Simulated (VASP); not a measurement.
Input and output of a VASP r²SCAN single-point calculation on SiC (strained zincblende)

INCAR

```
ISIF = 2
SIGMA = 0.01
EDIFF = 1E-7
LREAL = .FALSE.
LELF = .TRUE.
ENCUT = 520
LWAVE = .FALSE.
METAGGA = R2SCAN
NELM = 120
LCHARG = .TRUE.
NBANDS = 11
LASPH = .TRUE.
ISMEAR = 0
NSW = 0
ALGO = Normal
IBRION = -1
PREC = Accurate
```

KPOINTS

```
KPOINTS created by Atomic Simulation Environment
0
Gamma
10 10 10
0 0 0
```

KPOINTS_OPT

```
special points
7
Reciprocal
0.0000000000 0.0000000000 0.0000000000 1
-0.5000000000 -0.5000000000 0.0000000000 1
-0.3750000000 -0.3750000000 0.2500000000 1
-0.3750000000 0.0000000000 0.3750000000 1
0.0000000000 0.0000000000 0.5000000000 1
-0.5000000000 -0.2500000000 0.2500000000 1
0.0000000000 0.5000000000 0.5000000000 1
```

POSCAR

```
Si C
 1.0000000000000000
     0.0000000000000000    2.1344913040000000    2.1344913040000000
     2.1344913040000000    0.0000000000000000    2.1344913040000000
     2.1344913040000000    2.1344913040000000    0.0000000000000000
 Si  C
   1   1
Cartesian
  0.0000000000000000  0.0000000000000000  0.0000000000000000
  1.0672456520000000  1.0672456520000000  1.0672456520000000
```

VASP ran with the recommended PBE PAW datasets (8 valence electrons in the cell).

Command

```
mpirun -np 1 vasp_std
```

OSZICAR

```
N       E                     dE             d eps       ncg     rms          rms(c)
DAV:   1    -0.215383289545E+01   -0.21538E+01   -0.42562E+03  1098   0.640E+02
DAV:   2    -0.218399189344E+02   -0.19686E+02   -0.18492E+02  1316   0.112E+02
DAV:   3    -0.223875327611E+02   -0.54761E+00   -0.54647E+00  1262   0.157E+01
DAV:   4    -0.223893938854E+02   -0.18611E-02   -0.18610E-02  1179   0.117E+00
DAV:   5    -0.223894012728E+02   -0.73874E-05   -0.73873E-05  1252   0.674E-02    0.990E+00
DAV:   6    -0.192461869873E+02    0.31432E+01   -0.51083E+00  1148   0.110E+01    0.555E+00
DAV:   7    -0.192610008167E+02   -0.14814E-01   -0.59216E-01  1260   0.446E+00    0.261E+00
DAV:   8    -0.192715213669E+02   -0.10521E-01   -0.20540E-02  1133   0.112E+00    0.223E-01
DAV:   9    -0.192718867577E+02   -0.36539E-03   -0.38500E-04  1395   0.178E-01    0.159E-01
DAV:  10    -0.192719548625E+02   -0.68105E-04   -0.64808E-05  1145   0.755E-02    0.163E-02
DAV:  11    -0.192719549690E+02   -0.10645E-06   -0.62940E-07  1305   0.575E-03    0.441E-03
DAV:  12    -0.192719551385E+02   -0.16958E-06   -0.18274E-07  1178   0.374E-03    0.795E-04
DAV:  13    -0.192719551177E+02    0.20832E-07   -0.11293E-08   706   0.630E-04
   1 F= -.19271955E+02 E0= -.19271955E+02  d E =-.507308E-12
       N       E                     dE             ncg
DAV:   1     0.911265077284E+03   -0.20194E+04      154
DAV:   2     0.786166407073E+03   -0.12510E+03      210
DAV:   3     0.783700604550E+03   -0.24658E+01      196
DAV:   4     0.783693366449E+03   -0.72381E-02      197
DAV:   5     0.783693343463E+03   -0.22986E-04      196
DAV:   6     0.783693343335E+03   -0.12795E-06      197
DAV:   7     0.783693343334E+03   -0.10283E-08      196
```

From OUTCAR

```
k-points           NKPTS =     47   k-points in BZ     NKDIM =     47   number of bands    NBANDS=     11

   NELECT =       8.0000    total number of electrons

   dimension x,y,z NGX =    24 NGY =   24 NGZ =   24
   dimension x,y,z NGXF=    48 NGYF=   48 NGZF=   48

  energy-cutoff  :      520.00
  volume of cell :       19.45
      direct lattice vectors                 reciprocal lattice vectors
     0.000000000  2.134491304  2.134491304    -0.234247851  0.234247851  0.234247851
     2.134491304  0.000000000  2.134491304     0.234247851 -0.234247851  0.234247851
     2.134491304  2.134491304  0.000000000     0.234247851  0.234247851 -0.234247851

 k-points in reciprocal lattice and weights: KPOINTS created by Atomic Simulation Env
   0.00000000  0.00000000  0.00000000       0.001
   0.10000000  0.00000000  0.00000000       0.008
   0.20000000  0.00000000  0.00000000       0.008
   0.30000000  0.00000000  0.00000000       0.008
   0.40000000  0.00000000  0.00000000       0.008
   0.50000000  0.00000000  0.00000000       0.004
   0.10000000  0.10000000  0.00000000       0.006
   0.20000000  0.10000000  0.00000000       0.024
   ...

 E-fermi :   8.7295

 k-point     1 :       0.0000    0.0000    0.0000
  band No.  band energies     occupation
      1      -7.9925      2.00000
      2       8.6879      2.00000
      3       8.6879      2.00000
      4       8.6879      2.00000
      5      16.3068      0.00000
      6      17.0139      0.00000
      7      17.0139      0.00000
      8      17.0139      0.00000
      9      24.2865      0.00000
     10      24.2865      0.00000
     11      27.4914      0.00000

 k-point     2 :       0.1000    0.0000    0.0000
  band No.  band energies     occupation
      1      -7.7800      2.00000
      2       7.6303      2.00000
      3       8.5470      2.00000
      4       8.5470      2.00000
      5      16.4366      0.00000
      6      17.2821      0.00000
      7      17.2821      0.00000
      8      17.4743      0.00000
      9      23.2979      0.00000
     10      23.2979      0.00000
     11      26.6481      0.00000

 k-point     3 :       0.2000    0.0000    0.0000
  band No.  band energies     occupation
      1      -7.1523      2.00000
      2       5.3625      2.00000
      3       8.2220      2.00000
      4       8.2220      2.00000
      5      16.0610      0.00000
      6      17.6446      0.00000
      7      17.6446      0.00000
      8      18.8671      0.00000
      9      22.6223      0.00000
     10      22.6223      0.00000
     11      25.6940      0.00000

 k-point     4 :       0.3000    0.0000    0.0000
  band No.  band energies     occupation
      1      -6.1492      2.00000
      2       2.8651      2.00000
      3       7.8856      2.00000
      4       7.8856      2.00000
      5      15.6477      0.00000
      6      17.3952      0.00000
      7      17.3952      0.00000
      8      19.8461      0.00000
      9      23.6407      0.00000
     10      23.6407      0.00000
     11      25.5599      0.00000

 k-point     5 :       0.4000    0.0000    0.0000
  band No.  band energies     occupation
      1      -4.9127      2.00000
      2       0.6441      2.00000
      3       7.6519      2.00000
      4       7.6519      2.00000
      5      15.3804      0.00000
      6      16.9177      0.00000
      7      16.9177      0.00000
      8      20.0517      0.00000
      9      25.8693      0.00000
     10      25.8693      0.00000
     11      26.3689      0.00000

 k-point     6 :       0.5000    0.0000    0.0000
  band No.  band energies     occupation
      1      -4.1316      2.00000
      2      -0.4771      2.00000
      3       7.5699      2.00000
      4       7.5699      2.00000
      5      15.2914      0.00000
      6      16.7162      0.00000
      7      16.7162      0.00000
      8      20.0213      0.00000
      9      26.9442      0.00000
     10      27.7540      0.00000
     11      27.7540      0.00000

 k-point     7 :       0.1000    0.1000    0.0000
  band No.  band energies     occupation
      1      -7.7092      2.00000
      2       7.9208      2.00000
      3       8.1797      2.00000
      4       8.1797      2.00000
      5      16.1807      0.00000
      6      17.0900      0.00000
      7      17.7939      0.00000
      8      17.7939      0.00000
      9      21.8095      0.00000
     10      24.6124      0.00000
     11      28.1700      0.00000

 k-point     8 :       0.2000    0.1000    0.0000
  band No.  band energies     occupation
      1      -7.2195      2.00000
      2       6.1437      2.00000
      3       7.7175      2.00000
      4       8.0415      2.00000
      5      15.7919      0.00000
      6      17.4128      0.00000
      7      18.4249      0.00000
      8      18.4724      0.00000
      9      21.2024      0.00000
     10      24.3369      0.00000
     11      27.2812      0.00000

 k-point     9 :       0.3000    0.1000    0.0000
  band No.  band energies     occupation
      1      -6.3385      2.00000
      2       3.7662      2.00000
      3       7.3541      2.00000
      4       7.6567      2.00000
      5      15.4845      0.00000
      6      17.4547      0.00000
      7      18.5038      0.00000
      8      18.8427      0.00000
      9      22.3253      0.00000
     10      24.9046      0.00000
     11      26.6702      0.00000

 k-point    10 :       0.4000    0.1000    0.0000
  band No.  band energies     occupation
      1      -5.1576      2.00000
      2       1.4600      2.00000
      3       7.1816      2.00000
      4       7.1901      2.00000
      5      15.2042      0.00000
      6      16.9623      0.00000
      7      17.9420      0.00000
      8      20.1137      0.00000
      9      23.5711      0.00000
     10      26.7633      0.00000
     11      27.1543      0.00000

 k-point    11 :       0.5000    0.1000    0.0000
  band No.  band energies     occupation
      1      -4.0842      2.00000
      2      -0.1563      2.00000
      3       6.7908      2.00000
      4       7.2530      2.00000
      5      15.1916      0.00000
      6      16.6693      0.00000
      7      17.4219      0.00000
      8      20.8263      0.00000
      9      25.2305      0.00000
     10      27.7519      0.00000
     11      27.8928      0.00000

 k-point    12 :      -0.4000    0.1000    0.0000
  band No.  band energies     occupation
      1      -4.3684      2.00000
      2       0.2396      2.00000
      3       6.5846      2.00000
      4       7.5198      2.00000
      5      15.5053      0.00000
      6      16.6744      0.00000
      7      17.2314      0.00000
      8      20.8272      0.00000
      9      25.2825      0.00000
     10      26.1133      0.00000
     11      28.1617      0.00000

 k-point    13 :      -0.3000    0.1000    0.0000
  band No.  band energies     occupation
      1      -5.5743      2.00000
      2       2.1958      2.00000
      3       6.6212      2.00000
      4       7.9237      2.00000
      5      15.9882      0.00000
      6      17.0625      0.00000
      7      17.3920      0.00000
      8      20.1648      0.00000
      9      22.7937      0.00000
     10      25.3542      0.00000
     11      27.4472      0.00000

 k-point    14 :      -0.2000    0.1000    0.0000
  band No.  band energies     occupation
      1      -6.6735      2.00000
      2       4.5544      2.00000
      3       6.9343      2.00000
      4       8.3465      2.00000
      5      16.4552      0.00000
      6      17.5662      0.00000
      7      17.5901      0.00000
      8      19.0678      0.00000
      9      21.3770      0.00000
     10      24.2163      0.00000
     11      27.1528      0.00000

 k-point    15 :      -0.1000    0.1000    0.0000
  band No.  band energies     occupation
      1      -7.4289      2.00000
      2       6.6326      2.00000
      3       7.6235      2.00000
      4       8.6102      2.00000
      5      16.7405      0.00000
      6      17.1700      0.00000
      7      17.3547      0.00000
      8      18.4823      0.00000
      9      21.7384      0.00000
     10      23.4452      0.00000
     11      27.7595      0.00000

 k-point    16 :       0.2000    0.2000    0.0000
  band No.  band energies     occupation
      1      -6.8713      2.00000
      2       6.2052      2.00000
      3       7.1274      2.00000
      4       7.1274      2.00000
      5      14.4889      0.00000
      6      16.7839      0.00000
      7      19.6085      0.00000
      8      19.6085      0.00000
      9      20.8817      0.00000
     10      25.5832      0.00000
     11      29.8438      0.00000

 ...

  Total        1.8549523      1.8549523      1.8549523      0.0000000      0.0000000     -0.0000000
  in kB      152.8023951    152.8023951    152.8023951      0.0000000      0.0000000     -0.0000000
  external PRESSURE =     152.8023951 kB  Pullay stress =       0.0000000 kB

 POSITION                                       TOTAL-FORCE (eV/Angst)
 -----------------------------------------------------------------------------------
      0.00000      0.00000      0.00000         0.000000     -0.000000      0.000000
      1.06725      1.06725      1.06725        -0.000000      0.000000     -0.000000
 -----------------------------------------------------------------------------------
    total drift:                               -0.000001     -0.000001     -0.000001

  FREE ENERGIE OF THE ION-ELECTRON SYSTEM (eV)
  ---------------------------------------------------
  free  energy   TOTEN  =       -19.2719551177 eV

  energy  without entropy=      -19.2719551177  energy(sigma->0) =      -19.27195512
```

The gap between bands v and c is 1.68 eV. The least direct gap is 5.14 eV. The pressure is 15.3 GPa.

Band v is the last that the valence electrons fill when counted band by band, and c is the next.

The run took about 26 s on one core of a shared host (Intel Xeon Platinum 8488C) and held 0.14 GiB at most.
